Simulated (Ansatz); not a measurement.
Consider the following.

Relaxed CsBr (CsCl type):

```
CsBr
1.0
    8.77795     0.00000     0.00000
    4.38897     4.38897     0.00000
    4.38897     0.00000     4.38897
Cs Br
2 2
Direct
  0.00000   0.00000   0.00000
  0.50000   0.00000   0.00000
  0.75000   0.50000   0.50000
  0.25000   0.50000   0.50000
```

A phonon eigenvector at R = (0.5, 0.5, 0.5) is frozen into this cell: atom i moves by Q times the vector below, so Q is the largest atomic displacement, in Å. The cell is held. It is one choice among 3 degenerate patterns. (q is in reciprocal vectors of the primitive cell; the cell shown is doubled to hold the pattern.)

```
atom      x      y       z
----  -----  -----  ------
Cs1   0.000  0.000  -1.000
Cs2   0.000  0.000   1.000
```

Atoms not listed stay in place.

Computed with PBE (plane waves to 420 eV, PAW, scalar-relativistic; Ansatz, a first-principles code). k mesh 8×8×8 (Γ-centred), Fermi-Dirac smearing 0.05 eV. E stands for the smeared free energy. CsBr was relaxed with its symmetry unable to fall. The zero of ΔE is the undisplaced structure.

The scan covers Q from -0.180 to 0.180 Å in 13 points.

**Question.** Which space group does the distorted structure have?

**Answer.** I4/mmm (No. 139), lowered from Pm-3m.

**Question.** What is the energy change at Q = 0.180 Å?

**Answer.** 42.6 meV/cell.

**Question.** What harmonic wavenumber does the curvature at Q = 0 give?

**Answer.** 51 cm⁻¹.

(For displaced atoms, the force is minus the slope of the energy, and its curvature is a force constant, which sets phonon frequencies.)
